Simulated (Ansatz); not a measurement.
**Σ5 (310) boundary in bcc W with Al (substitutional): structure and resistance**

Wanted: what the Σ5 (310) boundary in bcc W with Al (substitutional) costs an interconnect.

Calculated with Ansatz 0.2.0; Ansatz plane-wave DFT, PBE, PAW files; relaxation of a bicrystal slab with its lowest layers held; PAW set soft_1, in the first sound run; inputs show where later runs differ.

### 1. The starting structure

The cell holds 19 atoms: 18 W and 1 Al. Cell: a = 5.248 Å, b = 3.165 Å, c = 29.414 Å, α = 90.0°, β = 90.0°, γ = 72.5°. It derives from W. built on the (3 1 0) plane; 1 overlapping atoms removed and the grains opened by 0.4 Å. Vacuum lies along c.

### 2. Relaxing the bicrystal

The boundary is built by mirroring the lower grain in the boundary plane and removing any atoms that overlap; then the Al is put in at the boundary. A thin bicrystal slab is relaxed first, with the lowest layers held and the upper grain free to shift and open.

input.yaml

```yaml
crystal:
  lattice:
    - [5.2482270683, 0.0, 0.0]
    - [0.9542231033, 3.0175184024, 0.0]
    - [0.0, 0.0, 29.4143574102]
  atoms:
    - { symbol: W, position: [0.8, 0.6000000001, 0.1699850155] }
    - { symbol: W, position: [0.2, 0.9, 0.2040091358] }
    - { symbol: W, position: [0.6, 0.2, 0.238033256] }
    - { symbol: W, position: [0.0, 0.5, 0.2720573763] }
    - { symbol: W, position: [0.4, 0.8, 0.3060814965] }
    - { symbol: W, position: [0.8, 0.1, 0.3401056168] }
    - { symbol: W, position: [0.2, 0.4, 0.3741297371] }
    - { symbol: W, position: [0.6, 0.7, 0.4081538573] }
    - { symbol: Al, position: [0.0, 0.0, 0.4421779776] }
    - { symbol: W, position: [0.6, 0.7, 0.4898008991] }
    - { symbol: W, position: [0.2, 0.4, 0.5238250193] }
    - { symbol: W, position: [0.8, 0.1, 0.5578491396] }
    - { symbol: W, position: [0.4, 0.8, 0.5918732599] }
    - { symbol: W, position: [0.0, 0.5, 0.6258973801] }
    - { symbol: W, position: [0.6, 0.2, 0.6599215004] }
    - { symbol: W, position: [0.2, 0.9, 0.6939456206] }
    - { symbol: W, position: [0.8, 0.6000000001, 0.7279697409] }
    - { symbol: W, position: [0.4, 0.3000000001, 0.7619938612] }
    - { symbol: W, position: [0.0, 1.0e-10, 0.7960179814] }
kpoints:
  mp_grid: { grid: [8, 8, 1] }
hamiltonian:
  xc: pbe
  pseudopotentials: { kind: paw, azcp: { folder: soft_1 } }
scf:
  occupations: { method: fermi_dirac, width: 0.1 }
relax:
  f_tol: 0.03
  max_steps: 80
  constraints: [{ sites: [0, 1, 2] }]
```

Run with:

```console
> ansatz run input.yaml --threads 4 --pin off --max-ram 15360MiB --backend cpu --events-out ev --progress --plain --runs-dir out
```

Numbers of over 12 decimals in the logs are rounded to 6 here.

What it wrote:

```text
Engine: ansatz 0.2.0, aarch64-unknown-linux-gnu
Pseudopotentials: kind: paw
Pseudopotential: W, paw, valence charge 14, recommended cutoff 420 eV (normal), soft_1/W.paw.azcp
Pseudopotential: Al, paw, valence charge 3, recommended cutoff 420 eV (normal), soft_1/Al.paw.azcp
Functional definition: PBE
  parameter kappa = 0.804
  parameter beta = 0.066725
  exchange = pbe_x(kappa = kappa, mu = beta*pi^2/3)
  correlation = pbe_c(beta = beta)
Crystal: 19 atoms, lattice volume = 465.824 Å³
Basis set: ecut = 420 eV, 9131 PW (Γ), exchange–correlation on 72×48×400 points (8 copies of the dense FFT grid, shifted against one another)
Bands: 153, of which v1, the nominal top of the filled ones, is band 128 counted from 1 (127 counted from 0)
Symmetry: 2 space group operations
Space group: Cm (ITA 8), of the structure as read, at distance tolerance 7.8e-5 Å
k-points: 21 of 64 (time reversal used)
Non-local potential: W, projectors of the file, l = 0: 3, l = 1: 2, l = 2: 2, l = 3: 1
Non-local potential: Al, projectors of the file, l = 0: 2, l = 1: 2, l = 2: 1
PAW form: soft (Blöchl's): semilocal exchange-correlation on the pseudo side does not see the compensation charge
PAW one-centre angular grid: W, 590 points (default); XC on 64 Gauss nodes
PAW one-centre angular grid: Al, 110 points (default); XC on 64 Gauss nodes
Initial density: superposition of atomic densities (neutral atoms: chi_scale 0, normalization atom)
Initial wavefunctions: pseudopotential atomic-orbital guess
Functional: x = pbe(κ = 0.804, μ = 0.219515), c = pbe(β = 0.066725)
SCF iter   1: F=—  HF=-187482.692015 eV  |F-HF|=—  |Δ(HF+E_count)|=         —  Δρ=5.87e-2  dr2=2.17e2  ethr=3.10e-3  ⟨swp⟩=9.3  Hψ=14649  notcnv=0
preconditioner: auto → LDOS  [metal: Δε(μ)=0.016 eV  Ē_g=5.059 eV  σ=0.100 eV  W_gap=0.04  n_scr=112 (ndim 8)  ℏωp=18.1 eV  f_vac=0.277  D(μ)=11.19/eV (n_scr^D=52)  β→1.0]
SCF iter   2: F=—  HF=-187482.638359 eV  |F-HF|=—  |Δ(HF+E_count)|=   5.37e-2  Δρ=6.11e-2  dr2=3.75e2  ethr=3.10e-3  ⟨swp⟩=10.2  Hψ=13017  notcnv=0  defer=2
SCF iter   3: F=—  HF=-187474.186698 eV  |F-HF|=—  |Δ(HF+E_count)|=    8.45e0  Δρ=1.20e-2  dr2=7.12e0  ethr=3.10e-3  ⟨swp⟩=7.7  Hψ=9236  notcnv=0  defer=17
SCF iter   4: F=—  HF=-187473.926317 eV  |F-HF|=—  |Δ(HF+E_count)|=   2.60e-1  Δρ=3.37e-3  dr2=2.44e-1  ethr=2.79e-3  ⟨swp⟩=2.6  Hψ=3794  notcnv=0  defer=3
SCF iter   5: F=—  HF=-187473.895170 eV  |F-HF|=—  |Δ(HF+E_count)|=   3.11e-2  Δρ=1.47e-3  dr2=5.95e-2  ethr=9.57e-5  ⟨swp⟩=3.7  Hψ=5274  notcnv=0  defer=2
SCF iter   6: F=—  HF=-187473.894308 eV  |F-HF|=—  |Δ(HF+E_count)|=   8.62e-4  Δρ=6.78e-4  dr2=1.60e-2  ethr=2.33e-5  ⟨swp⟩=2.4  Hψ=4607  notcnv=0  defer=2
SCF iter   7: F=—  HF=-187473.893576 eV  |F-HF|=—  |Δ(HF+E_count)|=   7.32e-4  Δρ=1.86e-4  dr2=4.27e-4  ethr=6.28e-6  ⟨swp⟩=2.0  Hψ=4336  notcnv=0  defer=1
SCF iter   8: F=—  HF=-187473.893605 eV  |F-HF|=—  |Δ(HF+E_count)|=   2.94e-5  Δρ=7.16e-5  dr2=1.86e-4  ethr=1.67e-7  ⟨swp⟩=3.0  Hψ=5723  notcnv=0  defer=1
SCF iter   9: F=-187473.893607 eV  HF=-187473.893612 eV  |F-HF|=5.07e-6  |Δ(HF+E_count)|=   6.32e-6  Δρ=2.28e-5  dr2=1.03e-5  ethr=8.82e-9  ⟨swp⟩=4.0  Hψ=12087  notcnv=0
SCF 1 converged in 9 iterations: F = -187473.893607 eV  dr2 = 1.03e-5
  greatest PAW one-centre occupation: 0.999 electrons in one spin orbital (limit 2), on the W atom at site 16 (counted from 0), in its partial waves of l = 0
relax step   1: F+E_penalty+E_count = -187473.89360655 eV  Δ(F+E_penalty+E_count) = +0.000e0 eV  max|allowed force component| = 2.385e0 eV/Å  Δτ_max = 0.0000 Å  (9 SCF iters, dr2 threshold 2.25e-5 eV, accepted)
Initial density: handed on by an earlier stage of this run
Initial wavefunctions: those handed on with the density
iter 1 solved again at ethr=1.38e-3 eV; its pass at ethr=3.10e-3 eV (dr2=3.52e0 eV) is discarded
SCF iter   1: F=—  HF=-187474.528439 eV  |F-HF|=—  |Δ(HF+E_count)|=         —  Δρ=1.22e-2  dr2=3.73e0  ethr=1.38e-3  ⟨swp⟩=1.6  Hψ=11303  notcnv=0
preconditioner: auto → LDOS  [metal: Δε(μ)=0.008 eV  Ē_g=4.664 eV  σ=0.100 eV  W_gap=0.02  n_scr=112 (ndim 8)  ℏωp=18.1 eV  f_vac=0.285  D(μ)=12.76/eV (n_scr^D=82)  β→1.0]
SCF iter   2: F=—  HF=-187474.419221 eV  |F-HF|=—  |Δ(HF+E_count)|=   1.09e-1  Δρ=5.70e-3  dr2=5.64e-1  ethr=1.38e-3  ⟨swp⟩=4.0  Hψ=5191  notcnv=0  defer=1
SCF iter   3: F=—  HF=-187474.341428 eV  |F-HF|=—  |Δ(HF+E_count)|=   7.78e-2  Δρ=2.10e-3  dr2=7.58e-2  ethr=2.21e-4  ⟨swp⟩=3.5  Hψ=6524  notcnv=0  defer=1
SCF iter   4: F=—  HF=-187474.327297 eV  |F-HF|=—  |Δ(HF+E_count)|=   1.41e-2  Δρ=3.90e-4  dr2=3.74e-3  ethr=2.97e-5  ⟨swp⟩=2.5  Hψ=5258  notcnv=0
SCF iter   5: F=—  HF=-187474.327339 eV  |F-HF|=—  |Δ(HF+E_count)|=   4.22e-5  Δρ=1.36e-4  dr2=4.87e-4  ethr=1.47e-6  ⟨swp⟩=2.3  Hψ=4853  notcnv=0
SCF iter   6: F=-187474.327383 eV  HF=-187474.327403 eV  |F-HF|=1.99e-5  |Δ(HF+E_count)|=   6.43e-5  Δρ=5.91e-5  dr2=4.57e-5  ethr=3.92e-8  ⟨swp⟩=3.4  Hψ=11997  notcnv=0
SCF 2 converged in 6 iterations: F = -187474.327383 eV  dr2 = 4.57e-5
  greatest PAW one-centre occupation: 0.999 electrons in one spin orbital (limit 2), on the W atom at site 2 (counted from 0), in its partial waves of l = 0
relax step   2: F+E_penalty+E_count = -187474.32738338 eV  Δ(F+E_penalty+E_count) = -4.338e-1 eV  max|allowed force component| = 1.230e0 eV/Å  Δτ_max = 0.1983 Å  (6 SCF iters, dr2 threshold 1.00e-4 eV, accepted)
iter 1 solved again at ethr=2.30e-4 eV; its pass at ethr=3.10e-3 eV (dr2=5.86e-1 eV) is discarded
SCF iter   1: F=—  HF=-187474.472227 eV  |F-HF|=—  |Δ(HF+E_count)|=         —  Δρ=6.45e-3  dr2=5.99e-1  ethr=2.30e-4  ⟨swp⟩=1.9  Hψ=10478  notcnv=0
preconditioner: auto → LDOS  [metal: Δε(μ)=0.015 eV  Ē_g=4.657 eV  σ=0.100 eV  W_gap=0.04  n_scr=112 (ndim 8)  ℏωp=18.1 eV  f_vac=0.284  D(μ)=12.42/eV (n_scr^D=82)  β→1.0]
SCF iter   2: F=—  HF=-187474.448359 eV  |F-HF|=—  |Δ(HF+E_count)|=   2.39e-2  Δρ=2.47e-3  dr2=1.13e-1  ethr=2.30e-4  ⟨swp⟩=3.0  Hψ=4895  notcnv=0  defer=1
SCF iter   3: F=—  HF=-187474.437239 eV  |F-HF|=—  |Δ(HF+E_count)|=   1.11e-2  Δρ=9.71e-4  dr2=1.73e-2  ethr=4.43e-5  ⟨swp⟩=2.8  Hψ=5338  notcnv=0  defer=1
SCF iter   4: F=—  HF=-187474.434688 eV  |F-HF|=—  |Δ(HF+E_count)|=   2.55e-3  Δρ=1.89e-4  dr2=4.69e-4  ethr=6.77e-6  ⟨swp⟩=2.9  Hψ=5209  notcnv=0  defer=1
SCF iter   5: F=-187474.434620 eV  HF=-187474.434644 eV  |F-HF|=2.46e-5  |Δ(HF+E_count)|=   4.34e-5  Δρ=5.48e-5  dr2=4.05e-5  ethr=3.71e-8  ⟨swp⟩=3.1  Hψ=13668  notcnv=0
SCF 3 converged in 5 iterations: F = -187474.434620 eV  dr2 = 4.05e-5
relax step   3: F+E_penalty+E_count = -187474.43461970 eV  Δ(F+E_penalty+E_count) = -1.072e-1 eV  max|allowed force component| = 3.201e-1 eV/Å  Δτ_max = 0.1118 Å  (5 SCF iters, dr2 threshold 9.46e-5 eV, accepted)
[... from here on, the SCF cycles and remarks between the steps are left out ...]
relax step   4: F+E_penalty+E_count = -187474.44979223 eV  Δ(F+E_penalty+E_count) = -1.517e-2 eV  max|allowed force component| = 1.403e-1 eV/Å  Δτ_max = 0.0730 Å  (6 SCF iters, dr2 threshold 6.94e-6 eV, accepted)
relax step   5: F+E_penalty+E_count = -187474.45272198 eV  Δ(F+E_penalty+E_count) = -2.930e-3 eV  max|allowed force component| = 8.556e-2 eV/Å  Δτ_max = 0.0239 Å  (6 SCF iters, dr2 threshold 1.33e-6 eV, accepted)
relax step   6: F+E_penalty+E_count = -187474.45371372 eV  Δ(F+E_penalty+E_count) = -9.917e-4 eV  max|allowed force component| = 3.282e-2 eV/Å  Δτ_max = 0.0248 Å  (6 SCF iters, dr2 threshold 1.41e-6 eV, accepted)
relax step   7: F+E_penalty+E_count = -187474.45364541 eV  Δ(F+E_penalty+E_count) = +6.831e-5 eV  max|allowed force component| = 5.682e-2 eV/Å  Δτ_max = 0.0132 Å  (6 SCF iters, rejected (line search))
relax step   8: F+E_penalty+E_count = -187474.45371392 eV  Δ(F+E_penalty+E_count) = -2.018e-7 eV  max|allowed force component| = 3.270e-2 eV/Å  Δτ_max = 0.0000 Å  (6 SCF iters, accepted)
relax step   9: F+E_penalty+E_count = -187474.45364701 eV  Δ(F+E_penalty+E_count) = +6.691e-5 eV  max|allowed force component| = 5.699e-2 eV/Å  Δτ_max = 0.0132 Å  (6 SCF iters, rejected (line search))
relax step  10: F+E_penalty+E_count = -187474.45406999 eV  Δ(F+E_penalty+E_count) = -3.561e-4 eV  max|allowed force component| = 1.889e-2 eV/Å  Δτ_max = 0.0066 Å  (6 SCF iters, accepted)
relax step  11: F+E_penalty+E_count = -187474.45443337 eV  Δ(F+E_penalty+E_count) = -3.634e-4 eV  max|allowed force component| = 4.481e-2 eV/Å  Δτ_max = 0.0345 Å  (8 SCF iters, accepted)
relax step  12: F+E_penalty+E_count = -187474.45504235 eV  Δ(F+E_penalty+E_count) = -6.090e-4 eV  max|allowed force component| = 4.477e-2 eV/Å  Δτ_max = 0.0252 Å  (7 SCF iters, accepted)
relax step  13: F+E_penalty+E_count = -187474.45556584 eV  Δ(F+E_penalty+E_count) = -5.235e-4 eV  max|allowed force component| = 3.591e-2 eV/Å  Δτ_max = 0.0328 Å  (6 SCF iters, dr2 threshold 2.00e-6 eV, accepted)
relax step  14: F+E_penalty+E_count = -187474.45556922 eV  Δ(F+E_penalty+E_count) = -3.372e-6 eV  max|allowed force component| = 3.905e-2 eV/Å  Δτ_max = 0.0633 Å  (9 SCF iters, accepted)
relax step  15: F+E_penalty+E_count = -187474.45585985 eV  Δ(F+E_penalty+E_count) = -2.906e-4 eV  max|allowed force component| = 2.771e-2 eV/Å  Δτ_max = 0.0129 Å  (5 SCF iters, dr2 threshold 9.81e-7 eV, accepted)
iter 1 solved again at ethr=2.40e-10 eV; its pass at ethr=3.10e-3 eV (dr2=6.13e-7 eV) is discarded
SCF iter   1: F=—  HF=-187474.455855 eV  |F-HF|=—  |Δ(HF+E_count)|=         —  Δρ=8.48e-6  dr2=6.14e-7  ethr=2.40e-10  ⟨swp⟩=2.6  Hψ=7751  notcnv=0
SCF iter   2: F=—  HF=-187474.455860 eV  |F-HF|=—  |Δ(HF+E_count)|=   4.65e-6  Δρ=4.20e-6  dr2=2.55e-7  ethr=2.40e-10  ⟨swp⟩=2.7  Hψ=6524  notcnv=0
SCF iter   3: F=—  HF=-187474.455860 eV  |F-HF|=—  |Δ(HF+E_count)|=   1.35e-8  Δρ=3.38e-6  dr2=1.65e-7  ethr=9.99e-11  ⟨swp⟩=3.0  Hψ=6126  notcnv=0
SCF iter   4: F=-187474.455860 eV  HF=-187474.455860 eV  |F-HF|=8.73e-9  |Δ(HF+E_count)|=   3.26e-8  Δρ=8.68e-7  dr2=9.87e-9  ethr=3.92e-11  ⟨swp⟩=2.9  Hψ=12419  notcnv=0
SCF 16 converged in 4 iterations: F = -187474.455860 eV  dr2 = 9.87e-9
relax step  16: F+E_penalty+E_count = -187474.45586003 eV  Δ(F+E_penalty+E_count) = -1.799e-7 eV  max|allowed force component| = 2.773e-2 eV/Å  Δτ_max = 0.0000 Å  (4 SCF iters, accepted)
SCF converged after 4 iterations
Free energy (F): -187474.455860 eV
Harris-Foulkes:  -187474.455860 eV  (|F-HF|=8.73e-9)
Internal energy: -187474.044324 eV  (E = F + TS)
E sigma→0 (E₀):  -187474.250092 eV
Entropy (-TS):   -0.411536 eV (-21.660 meV/atom)
Fermi energy:    12.574129 eV
--- Per-component energies (eV) ---
  E_band       = -3916.901862
  E_kinetic    = 7595.650830
  E_local      = -196999.205156  (includes V_loc(G=0)·N_el)
  E_nonlocal   = -442.941322
  E_hartree    = 96516.026180
  E_xc         = -4842.353352
  E_vxc        = -4174.746190  (∫ρ·V_xc dr)
  E_paw        = -154870.218567  (= ΣΔE_a)
  E_vpaw       = -2927.727227  (= ΣTr[D̂ρ^β])
  E_aug_tail   = 0.002677  (compensation charges beyond the density's cutoff)
  E_ewald      = 65568.994387
  E_smearing   = -0.411536  (= −TS)
  E_closure    = 0.000000  (closes the sum)
  Σ components = -187474.455860   (vs F -187474.455860, Δ=0.00e0)
--- Forces (eV/Å), atoms counted from 1 ---
  atom   1  W      0.43567655    -0.13777302     1.83158831
  atom   2  W     -0.53814811     0.17017738    -0.81938553
  atom   3  W      0.11521243    -0.03643337    -1.01013721
  atom   4  W     -0.00151363     0.00047865    -0.02108950
  atom   5  W     -0.02006106     0.00634387     0.00331838
  atom   6  W      0.01636599    -0.00517538    -0.01426150
  atom   7  W     -0.00611371     0.00193333     0.02772582
  atom   8  W      0.00224140    -0.00070879     0.00923779
  atom   9  Al     0.00342890    -0.00108431     0.00324664
  atom  10  W      0.00033580    -0.00010619     0.00114994
  atom  11  W     -0.00234699     0.00074218    -0.00975631
  atom  12  W     -0.00060211     0.00019040     0.01163608
  atom  13  W     -0.00431378     0.00136414    -0.00270602
  atom  14  W     -0.00108376     0.00034271    -0.02246181
  atom  15  W      0.01709082    -0.00540459     0.01757802
  atom  16  W     -0.01835102     0.00580310    -0.02472781
  atom  17  W      0.00893604    -0.00282582     0.00986694
  atom  18  W     -0.00782200     0.00247353    -0.01647443
  atom  19  W      0.00112391    -0.00035541     0.02568469
  max |Σ_I F_I| component: 5.57e-5 eV/Å
--- Relaxed structure (16 steps of the walk, 14 accepted, 0 SCFs on fresh bases) ---
  F+E_penalty+E_count = -187474.45586003 eV   max|allowed force component| = 2.773e-2 eV/Å
  atoms:
    - { symbol: W, position: [0.800000, 0.600000, 0.169985] }
    - { symbol: W, position: [0.200000, 0.900000, 0.204009] }
    - { symbol: W, position: [0.600000, 0.2, 0.238033256] }
    - { symbol: W, position: [0.000665193, 0.499667, 0.271057] }
    - { symbol: W, position: [0.403566, 0.798217, 0.305887] }
    - { symbol: W, position: [0.804853, 0.097574, 0.341156] }
    - { symbol: W, position: [0.201682, 0.399159, 0.373530] }
    - { symbol: W, position: [0.598889, 0.700555, 0.406900] }
    - { symbol: Al, position: [0.033795, -0.016898, 0.449072] }
    - { symbol: W, position: [0.637281, 0.681359, 0.493934] }
    - { symbol: W, position: [0.240244, 0.379878, 0.524944] }
    - { symbol: W, position: [0.847734, 0.076133, 0.558740] }
    - { symbol: W, position: [0.443505, 0.778247, 0.593691] }
    - { symbol: W, position: [0.045497, 0.477252, 0.627888] }
    - { symbol: W, position: [0.649322, 0.175339, 0.661758] }
    - { symbol: W, position: [0.249598, 0.875201, 0.695970] }
    - { symbol: W, position: [0.845297, 0.577352, 0.731138] }
    - { symbol: W, position: [0.440091, 0.279955, 0.765313] }
    - { symbol: W, position: [0.059529, -0.029765, 0.792710] }
```

Run time: 11 min. Hardware: 4 threads of Arm Neoverse V1, shared host; peak memory 2.2 GiB.

Step by step:

```csv
step,energy less that of the first step (eV),largest force component (eV/Å)
1,0.0000,2.3853
2,-0.4338,1.2302
3,-0.5410,0.3201
4,-0.5562,0.1403
5,-0.5591,0.0856
6,-0.5601,0.0328
7,-0.5600,0.0568
8,-0.5601,0.0327
9,-0.5600,0.0570
10,-0.5605,0.0189
11,-0.5608,0.0448
12,-0.5614,0.0448
13,-0.5620,0.0359
14,-0.5620,0.0391
15,-0.5623,0.0277
16,-0.5623,0.0277
```

Relaxation steps 7, 9 were tried and not accepted.

Forces are held to the 2 operations that the run works with; a distortion that breaks them can't arise in this run.

The atoms that moved most (Å):

```csv
atom,dx,dy,dz,length
W19,0.284,-0.090,-0.097,0.313
Al9,0.161,-0.051,0.203,0.264
W16,0.237,-0.075,0.060,0.255
W15,0.235,-0.074,0.054,0.253
W17,0.216,-0.068,0.093,0.245
W12,0.228,-0.072,0.026,0.240
W14,0.217,-0.069,0.059,0.235
W13,0.208,-0.066,0.053,0.224
```

This step gave:

```yaml
free_energy: -187474.4559 eV
energy_at_zero_smearing: -187474.2501 eV
fermi_energy: 12.57 eV
```

The largest force component on a free atom ends at 0.028 eV/Å, under the tolerance of 0.03, after 16 steps.

(Part 1 of 2 ends here.)

[Logs are printed without paths, hosts, clocks, repeated set-up lines and the standing remarks that a program may print on its own settings, such as how far it seeks lower states.]

[Hosts, paths, dates, database ids (printed as entryN), source tags and the programs' standing remarks are cut or masked in the printed files.]
